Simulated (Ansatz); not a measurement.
Crystal: I.

```
CELL_PARAMETERS angstrom
0.00000 2.36560 3.90984
2.19225 0.00000 3.90984
2.19225 2.36560 0.00000
ATOMIC_POSITIONS crystal
I 0.00000 0.00000 0.00000
```

Base run:

| Item | Value |
| --- | --- |
| Program | Ansatz 0.2.0 |
| Functional | PBEsol |
| Potentials or basis | all-electron LAPW, scalar-relativistic |
| Cutoff | 161 eV |
| Density cutoff | 644 eV |
| Basis error allowed | 0.001 eV/atom |
| k mesh | 9 × 9 × 9 |
| Occupations | fermi-dirac, width 0.05 eV |
| Spin | no spin polarisation |

Its results: pressure -1.4 GPa.

Problem. The run is repeated on the same cell with these changes: potentials or basis from all-electron LAPW, scalar-relativistic to all-electron LAPW, non-relativistic. What comes out?

Solution. Pressure -0.7 GPa.

Caveats: an odd number of electrons without spin polarisation forces a metal; a magnetic or distorted state may lie lower; relativity is left out, which matters for the heavier elements (some runs).

Not every run made on this cell is shown here.
